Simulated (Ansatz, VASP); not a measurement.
## C in VASP and in Ansatz

Contents of INCAR:

```
PREC = Accurate ; ENCUT = 520
EDIFF = 1E-7 ; ISMEAR = 0
SIGMA = 0.05 ; LREAL = False
LASPH = True ; NELM = 60
ALGO = Normal ; ISIF = 2
LWAVE = False ; LCHARG = False
GGA = CA ; NBANDS = 11
```

File KPOINTS:

```
Automatic mesh
0
Gamma
  12 12 12
```

POSCAR

```
C
1.0
    0.0000000000      1.8518513993      1.8584730372
    1.5869858833      0.0000000000      1.8584730372
    1.5869858833      1.8518513993      0.0000000000
C
2
Direct
    0.5000000000      0.5000000000      0.5000000000
    0.7500000000      0.7500000000      0.7500000000
```

Input for Ansatz:

```yaml
crystal:
  lattice:
    - [0.0, 1.8518513993, 1.8584730372]
    - [1.5869858833, 0.0, 1.8584730372]
    - [1.5869858833, 1.8518513993, 0.0]
  atoms:
    - { symbol: C, position: [0.5, 0.5, 0.5] }
    - { symbol: C, position: [0.75, 0.75, 0.75] }
basis:
  ecutwfc: 520.0
kpoints:
  mp_grid: { grid: [12, 12, 12] }
hamiltonian:
  xc: lda
  pseudopotentials: { kind: paw, azcp: { folder: soft_1 } }
scf:
  occupations: { method: gaussian, width: 0.05 }
output:
  forces: true
  stress: true
  eigenvalues: true
```

Change from the starting cell: strain +e along x and -e along y -0.0750, strain +e along z and -e/2 along x and y +0.0525.

Alike in both runs: task single point; functional LDA; k mesh 12 × 12 × 12; occupations gaussian, width 0.05 eV; no spin polarisation.

|  | VASP | Ansatz |
| --- | --- | --- |
| version | VASP 6.6.1 | Ansatz 0.2.0 |
| potentials or method | VASP PAW LDA potentials, release 64 (C) | scalar-relativistic, plane waves, PAW |
| plane-wave cutoff (eV) | 520 | 520 |
| valence electrons in the cell | 8 | 8 |

```tsv
	VASP	Ansatz	Ansatz less VASP
gap on the k mesh at the Fermi level (eV)	0.40	0.41	+0.013
least direct gap on the mesh (eV)	3.26	3.26	-0.002
pressure (GPa)	5.6	3.9	-1.70
largest component of the traceless stress (GPa)	83.82	84.00	+0.177
```

Ansatz warned: «pseudo_functional_mismatch».
